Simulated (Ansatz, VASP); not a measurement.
**ZnSe: 3 runs at one level of theory**

```
Se Zn
1.0
     0.00000    2.83380    2.83380
     2.83380    0.00000    2.83380
     2.83380    2.83380    0.00000
Se Zn
1 1
Cartesian
  4.2507 4.2507 4.2507
  0.0000 0.0000 0.0000
```

Alike in all runs: task band structure; functional PBE; k mesh 6 × 6 × 6; occupations fermi-dirac, width 0.05 eV; spin-orbit coupling, no magnetisation; with spin-orbit coupling. Pressure is positive in compression and, in plane waves, holds the error of the finite cutoff, which Ansatz's Pulay term estimates and takes out.

| program and potentials | plane-wave cutoff (eV) | notes | pressure (GPa) |
| --- | --- | --- | --- |
| Ansatz, Ansatz PAW | 420 | 14 valence electrons an atom on average; Pulay term of +0.05 GPa included | 2.13 |
| Ansatz, all-electron LAPW, relativistic spinors | - | - | 2.15 |
| VASP, PBE PAW files Se, Zn, 520 eV | 520 | 9 valence electrons an atom on average | 2.38 |

The pressure spans 2.13 (Ansatz, Ansatz PAW) to 2.38 GPa (VASP, PBE PAW files Se, Zn, 520 eV), with all-electron results at 2.15.

The functional is the same throughout but for its coding, so the spread measures potentials, basis and numerics; runs on potential files found faulty are left out.
